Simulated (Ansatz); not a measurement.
# VN (rocksalt type): the cost of one run

Method: DFT, PBE, all-electron LAPW, scalar-relativistic, in Ansatz 0.2.0.

**1. Starting point**

The structure is cubic, space group Fm-3m (No. 225). The conventional cell has a = 3.794 Å, b = 3.794 Å, c = 3.794 Å, α = 90.00°, β = 90.00°, γ = 90.00°. V (site symmetry m-3m) has 6 N at 1.90 Å as nearest neighbours. N (site symmetry m-3m) is surrounded by 6 V at 1.90 Å.

As a file:

```cif
data_structure
_symmetry_space_group_name_H-M 'Fm-3m'
_symmetry_Int_Tables_number 225
_cell_length_a 3.7944
_cell_length_b 3.7944
_cell_length_c 3.7944
_cell_angle_alpha 90.000
_cell_angle_beta 90.000
_cell_angle_gamma 90.000
_cell_volume 54.63
loop_
_atom_site_label
_atom_site_type_symbol
_atom_site_symmetry_multiplicity
_atom_site_Wyckoff_symbol
_atom_site_fract_x
_atom_site_fract_y
_atom_site_fract_z
_atom_site_occupancy
V1 V 4 a 0.00000 0.00000 0.00000 1
N1 N 4 b 0.50000 0.00000 0.00000 1
```

The file gives the conventional cell by its symmetry; the runs use the cell typed in the input.

Atoms are numbered in the order of the input: V1, N2.

**2. Rocksalt relaxed under pressure, LAPW**

Contents of input.yaml:

```yaml
crystal:
  lattice:
    - [0.0, 1.8972116347, 1.8972116347]
    - [1.8972116347, 0.0, 1.8972116347]
    - [1.8972116347, 1.8972116347, 0.0]
  atoms:
    - { symbol: V, position: [0.0, 0.0, 0.0] }
    - { symbol: "N", position: [0.5, 0.5, 0.5] }
kpoints:
  mp_grid: { grid: [17, 17, 17] }
scf:
  occupations: { method: fermi_dirac, width: 0.1 }
hamiltonian:
  xc: pbe
  pseudopotentials: { kind: all_electron, lapw: { basis_error: 0.0005 } }
output:
  forces: true
  stress: true
  eigenvalues: true
relax:
  f_tol: 0.005
  max_steps: 12
  cell: { p_target: 130.0, stress_tol: 0.065 }
```

Launch:

```sh
ansatz run input.yaml --threads 1 --pin off --max-ram 3584MiB --backend cpu --events-out ev --progress --plain --runs-dir out
```

**Question.** How long does this run take on 1 thread of Intel Xeon Platinum 8488C (Sapphire Rapids), shared host, and how much memory does it need?

About 29 s, with a peak of 0.62 GiB.
